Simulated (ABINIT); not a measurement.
**A GW chain in ABINIT: AlAs (F-43m)**

How does a plane-wave GW calculation on AlAs (F-43m) run from the first input to the gap?

Program: ABINIT 10.8.3. Level of theory: PBE and many-body steps on it, plane waves. Results are calculated unless marked as measured.

**Experimental background.**

- Gap 3.018 eV: lowest direct gap at Gamma; earlier measurement quoted from literature, technique not stated; 300 K; bulk crystal (pure AlAs, literature value used as model input) (quoted in “Simultaneous Measurement of Mid-Infrared Refractive Indices in Thin-Film Heterostructures: Methodology and Results for GaAs/AlGaAs”, 2023, arxiv:2301.08293).

## Step 1: The structure

Symmetry: F-43m, No. 216, cubic system. The conventional cell has a = 5.661 Å, b = 5.661 Å, c = 5.661 Å, α = 90.00°, β = 90.00°, γ = 90.00°. Nearest to Al lie 4 As at 2.45 Å. As has 4 Al at 2.45 Å nearest. Farther neighbours are not listed.

The cell and positions come from the Crystallography Open Database and are kept as given unless a step says otherwise.

## Step 2: Ground state

This step: ABINIT 10.8.3; DFT, PBE, plane waves, norm-conserving pseudopotentials.

The ground-state density comes first.

run.abi

```
acell 3*1.0 Angstrom
rprim 
  0.000000000000 2.830400000000 2.830400000000
  2.830400000000 0.000000000000 2.830400000000
  2.830400000000 2.830400000000 -0.000000000000
ntypat 2
znucl 13 33
natom 2
typat 1 2
xred 
  0.000000000000 0.000000000000 0.000000000000
  0.250000000000 0.250000000000 0.250000000000
pp_dirpath "pseudos"
pseudos "Al.upf, As.upf"
ecut 44
ngkpt 6 6 6
nshiftk 1
shiftk 0 0 0
kptopt 1
chksymbreak 0
nband 18
occopt 1
tolvrs 1e-10
nstep 60
prtwf 0
optforces 0
optstress 0
indata_prefix "in"
outdata_prefix "out"
tmpdata_prefix "tmp"
```

The run is started by

```console
$ OMP_NUM_THREADS=1 mpirun -n 8 abinit run.abi > log
```

Numbers of over 12 decimals in the logs are rounded to 6 here.

The program printed:

```text
.Version 10.8.3 of ABINIT. v10.8.2 released Aug 2026.

 Symmetries : space group F-4 3 m (#216); Bravais cF (face-center cubic)
================================================================================
 Values of the parameters that define the memory need of the present run
     intxc =       0    ionmov =       0      iscf =       7    lmnmax =       6
     lnmax =       6     mgfft =      48  mpssoang =       3    mqgrid =    3001
     natom =       2  nloc_mem =       1    nspden =       1   nspinor =       1
    nsppol =       1      nsym =      24    n1xccc =    2501    ntypat =       2
    occopt =       1   xclevel =       2
-    mband =          18        mffmem =           1         mkmem =           2
       mpw =        4285          nfft =      110592          nkpt =          16
================================================================================
  Rough estimation (10% accuracy) of disk space for files :
================================================================================

--------------------------------------------------------------------------------
------------- Echo of variables that govern the present computation ------------
--------------------------------------------------------------------------------
 -outvars: echo values of preprocessed input variables --------
            acell      1.8897261259E+00  1.8897261259E+00  1.8897261259E+00 Bohr

      chksymbreak           0
             ecut      4.40000000E+01 Hartree
-          fftalg         312

              ixc     -101130
              kpt      0.00000000E+00  0.00000000E+00  0.00000000E+00
                       1.66666667E-01  0.00000000E+00  0.00000000E+00
                       3.33333333E-01  0.00000000E+00  0.00000000E+00
                       5.00000000E-01  0.00000000E+00  0.00000000E+00
                       1.66666667E-01  1.66666667E-01  0.00000000E+00
                       3.33333333E-01  1.66666667E-01  0.00000000E+00
                       5.00000000E-01  1.66666667E-01  0.00000000E+00
                      -3.33333333E-01  1.66666667E-01  0.00000000E+00
                      -1.66666667E-01  1.66666667E-01  0.00000000E+00
   [... 5 further rows ...]
                      -3.33333333E-01  3.33333333E-01  1.66666667E-01
                      -3.33333333E-01  5.00000000E-01  1.66666667E-01
         kptrlatt        6    0    0      0    6    0      0    0    6
          kptrlen      4.53850618E+01
P           mkmem           2
            natom           2
            nband          18
            ngfft          48      48      48
             nkpt          16
            nstep          60
             nsym          24
           ntypat           2
              occ      2.000000  2.000000  2.000000  2.000000  2.000000  2.000000
                       2.000000  2.000000  2.000000  2.000000  2.000000  2.000000
                       2.000000  0.000000  0.000000  0.000000  0.000000  0.000000
        optforces           0
        optstress           0
            prtwf           0
            rprim      0.0000000000E+00  2.8304000000E+00  2.8304000000E+00
[...]
spgroup         216

           tolvrs      1.00000000E-10

             xred      0.0000000000E+00  0.0000000000E+00  0.0000000000E+00
[...]
znucl       13.00000   33.00000

================================================================================

 chkinp: Checking input parameters for consistency.

================================================================================
== DATASET  1 ==================================================================
-   mpi_nproc: 8, omp_nthreads: 1 (-1 if OMP is not activated)

--- !DatasetInfo
iteration_state: {dtset: 1, }
dimensions: {natom: 2, nkpt: 16, mband: 18, nsppol: 1, nspinor: 1, nspden: 1, mpw: 4285, }
cutoff_energies: {ecut:  44.0, pawecutdg:  -1.0, }
electrons: {nelect:   2.60000000E+01, charge:   0.00000000E+00, occopt:   1.00000000E+00, tsmear:   1.00000000E-02, }

 Real(R)+Recip(G) space primitive vectors, cartesian coordinates (Bohr,Bohr^-1):
 R(1)=  0.0000000  5.3486808  5.3486808  G(1)= -0.0934810  0.0934810  0.0934810
 R(2)=  5.3486808  0.0000000  5.3486808  G(2)=  0.0934810 -0.0934810  0.0934810
 R(3)=  5.3486808  5.3486808  0.0000000  G(3)=  0.0934810  0.0934810 -0.0934810
 Unit cell volume ucvol=  3.0603426E+02 bohr^3
 Angles (23,13,12)=  6.00000000E+01  6.00000000E+01  6.00000000E+01 degrees

 getcut: wavevector=  0.0000  0.0000  0.0000  ngfft=  48  48  48
         ecut(hartree)=     44.000   => boxcut(ratio)=   2.12514

--- Pseudopotential description ------------------------------------------------
- Al Generated using ONCVPSP code by D. R. Hamann
- 13.00000   3.00000  171031                  znucl, zion, pspdat
12 -101130 2 -1 1876                          pspcod,pspxc,lmax,lloc,mmax
     nproj     2     2     2
  pspatm : epsatm=    4.08140545
         --- l  ekb(1:nproj) -->
[...]
pspatm: atomic psp has been read  and splines computed

- As Generated using ONCVPSP code by D. R. Hamann
- 33.00000  23.00000  171031                  znucl, zion, pspdat
12 -101130 2 -1 1358                          pspcod,pspxc,lmax,lloc,mmax
     nproj     2     2     2
  pspatm : epsatm=   24.77333152
         --- l  ekb(1:nproj) -->
[...]
2  -10.105298   -4.355719
 pspatm: atomic psp has been read  and splines computed

   7.50223161E+02                                ecore*ucvol(ha*bohr**3)
--------------------------------------------------------------------------------

_setup2: Arith. and geom. avg. npw (full set) are    4268.069    4268.053

================================================================================

--- !BeginCycle
iteration_state: {dtset: 1, }
solver: {iscf: 7, nstep: 60, nline: 4, wfoptalg: 0, }
tolerances: {tolvrs: 1.00E-10, }

     iter   Etot(hartree)      deltaE(h)  residm     vres2
 ETOT  1  -305.83792721501    -3.058E+02 1.781E+00 1.091E+02
 ETOT  2  -307.54063345105    -1.703E+00 3.846E-02 4.777E+02
 ETOT  3  -307.58820697010    -4.757E-02 4.514E-03 1.198E+02
 ETOT  4  -307.60267746500    -1.447E-02 1.983E-03 7.179E-01
 ETOT  5  -307.60278660411    -1.091E-04 4.623E-04 1.376E-01
 ETOT  6  -307.60279977129    -1.317E-05 2.051E-04 3.428E-03
 ETOT  7  -307.60280014117    -3.699E-07 3.074E-04 2.423E-05
 ETOT  8  -307.60280014182    -6.483E-10 1.383E-04 1.331E-06
 ETOT  9  -307.60280014193    -1.095E-10 4.750E-04 1.362E-08
 ETOT 10  -307.60280014195    -1.751E-11 2.105E-04 4.006E-10
 ETOT 11  -307.60280014190     5.281E-11 5.717E-04 1.416E-11

 At SCF step   11       vres2   =  1.42E-11 < tolvrs=  1.00E-10 =>converged.

--- !ResultsGS
iteration_state: {dtset: 1, }
comment   : Summary of ground state results
lattice_vectors:
- [  0.0000000,   5.3486808,   5.3486808, ]
- [  5.3486808,   0.0000000,   5.3486808, ]
- [  5.3486808,   5.3486808,  -0.0000000, ]
lattice_lengths: [   7.56418,    7.56418,    7.56418, ]
lattice_angles: [ 60.000,  60.000,  60.000, ] # degrees, (23, 13, 12)
lattice_volume:   3.0603426E+02
convergence: {deltae:  5.281E-11, res2:  1.416E-11, residm:  5.717E-04, diffor:  0.000E+00, }
etotal    :  -3.07602800E+02
entropy   :   0.00000000E+00
fermie    :   1.62937956E-01
cartesian_stress_tensor: null
pressure_GPa: null
xred      :
- [  0.0000E+00,   0.0000E+00,   0.0000E+00, Al]
- [  2.5000E-01,   2.5000E-01,   2.5000E-01, As]
cartesian_forces: null
force_length_stats: {min: null, max: null, mean: null, }

 Integrated electronic density in atomic spheres:
 ------------------------------------------------
 Atom  Sphere_radius  Integrated_density
    1        2.00000          0.89324871
    2        2.00000         20.42847242
================================================================================

 ----iterations are completed or convergence reached----

 Mean square residual over all n,k,spin=   19.976E-07; max=  57.169E-05
 reduced coordinates (array xred) for    2 atoms
       0.000000000000      0.000000000000      0.000000000000
       0.250000000000      0.250000000000      0.250000000000
 rms dE/dt=  0.0000E+00; max dE/dt=  0.0000E+00; dE/dt below (all hartree)
    1       0.000000000000      0.000000000000      0.000000000000
    2       0.000000000000      0.000000000000      0.000000000000

 cartesian coordinates (angstrom) at end:
    1      0.000000     0.000000     0.000000
    2      1.415200     1.415200     1.415200
 length scales=  1.889726125908  1.889726125908  1.889726125908 bohr
              =  1.000000000000  1.000000000000  1.000000000000 angstroms
 prteigrs : about to open file out_EIG
 Fermi (or HOMO) energy (hartree) =   0.16294   Average Vxc (hartree)=  -0.34175
 Eigenvalues (hartree) for nkpt=  16  k points:
 kpt#   1, nband= 18, wtk=  0.00463, kpt=  0.0000  0.0000  0.0000 (reduced coord)
  -6.60227   -4.52014   -4.52014   -4.52014   -1.10161   -1.10161   -1.10161   -1.10116
  -1.10116   -0.27342    0.16294    0.16294    0.16294    0.23806    0.32071    0.32071
   0.32071    0.49221
 prteigrs : prtvol=0 or 1, do not print more k-points.

--- !EnergyTerms
iteration_state     : {dtset: 1, }
comment             : Components of total free energy in Hartree
kinetic             :  1.37119837832261E+02
hartree             :  1.42563149355411E+02
xc                  : -2.87496217684736E+01
Ewald energy        : -1.20465356001332E+02
psp_core            :  2.45143523140035E+00
local_psp           : -3.63462351889630E+02
non_local_psp       : -7.70598929015318E+01
total_energy        : -3.07602800141896E+02
total_energy_eV     : -8.37029860500644E+03
band_energy         : -5.14080203324395E+01

== END DATASET(S) ==============================================================
================================================================================

 -outvars: echo values of variables after computation  --------
           etotal     -3.0760280014E+02
            nband          18
             nkpt          16
          spgroup         216
 [... the other variables as echoed above ...]

 Calculation completed.
```

Wall time 8.9 s (8 MPI ranks of Arm Neoverse V1, shared host); peak memory 0.65 GiB; 71 s of CPU time.

This step gave:

```
total energy               : -8370.2986 eV
gap                        : 1.436 eV
k of the valence top       : 0, 0, 0
k of the conduction bottom : 0.5, 0.5, 0
least direct gap           : 2.044 eV
```

The gap is indirect, with the least direct gap 0.61 eV higher.

[end of part 1 of 3]

[Paths, hosts, dates, memory and timing lines, banners, echoed tables and standing remarks are left out of the program output.]

[Logs are printed without paths, hosts, clocks, repeated set-up lines and the standing remarks that a program may print on its own settings, such as how far it seeks lower states.]

[Runs of the session that timed out or met a known fault of the program may be left out.]

[Hosts, paths, dates, database ids (printed as entryN), source tags and the programs' standing remarks are cut or masked in the printed files.]

[G0W0 gaps are taken among the corrected bands and points alone; a level outside them can change the order at an edge.]

[Where Ansatz stands beside ABINIT at settings called matched, ABINIT's density can come from a denser mesh and the files from another edition; pairs whose starting gaps differed by over 0.03 eV were left out, so agreement reads better than it is.]
